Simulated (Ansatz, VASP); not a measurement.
## Two plane-wave programs on Sr

File INCAR:

```
SYSTEM = Sr
PREC     = Accurate       ! precision mode
ENCUT    = 520            ! plane-wave cutoff, eV
EDIFF    = 1E-6           ! SCF threshold, eV
ISMEAR   = 0              ! smearing method
SIGMA    = 0.1            ! smearing width, eV
LREAL    = .False.        ! projectors in reciprocal space
LASPH    = .True.         ! aspherical terms in the spheres
NELM     = 100            ! most SCF steps
ALGO     = Normal         ! electronic algorithm
ISIF     = 2              ! what is computed and relaxed
LWAVE    = .False.        ! write WAVECAR
LCHARG   = .True.         ! write CHGCAR
GGA      = PS             ! functional
LELF     = .True.         ! ELF
LVHAR    = .True.       
NBANDS   = 11             ! bands
```

The input KPOINTS:

```
Automatic mesh
0
Gamma
  14 14 14
  0 0 0
```

File POSCAR:

```
Sr
1.0
   -2.1770018402      2.1770018402      1.9913302338
    2.1770018402     -2.1770018402      1.9913302338
    2.1770018402      2.1770018402     -1.9913302338
Sr
1
Direct
    0.0000000000      0.0000000000      0.0000000000
```

Input for Ansatz:

```yaml
crystal:
  lattice:
    - [-2.1770018402, 2.1770018402, 1.9913302338]
    - [2.1770018402, -2.1770018402, 1.9913302338]
    - [2.1770018402, 2.1770018402, -1.9913302338]
  atoms:
    - { symbol: Sr, position: [0.0, 0.0, 0.0] }
basis:
  ecutwfc: 420
kpoints:
  mp_grid: { grid: [14, 14, 14] }
hamiltonian:
  xc: pbesol
scf:
  occupations: { method: gaussian, width: 0.1 }
output:
  forces: true
  stress: true
  eigenvalues: true
```

Alike in both runs: task single point; functional PBEsol; k mesh 14 × 14 × 14; occupations gaussian, width 0.1 eV; no spin polarisation.

|  | VASP | Ansatz |
| --- | --- | --- |
| version | VASP 6.6.1 | Ansatz 0.2.0 |
| potentials or method | VASP PAW PBE potentials, release 64 (Sr_sv) | scalar-relativistic, plane waves, PAW |
| plane-wave cutoff (eV) | 520 | 420 |
| valence electrons in the cell | 10 | 10 |

|  | VASP | Ansatz | Ansatz less VASP |
| --- | --- | --- | --- |
| gap on the k mesh at the Fermi level (eV) | none | none | - |
| pressure (GPa) | 6.2 | 6.2 | -0.05 |
| largest component of the traceless stress (GPa) | 0.88 | 0.87 | -0.006 |

A gap of «none» marks a metal or a gap that the smearing closes.

Caveats: the PAW data sets were made with another functional, which shifts forces and pressure a little (VASP).
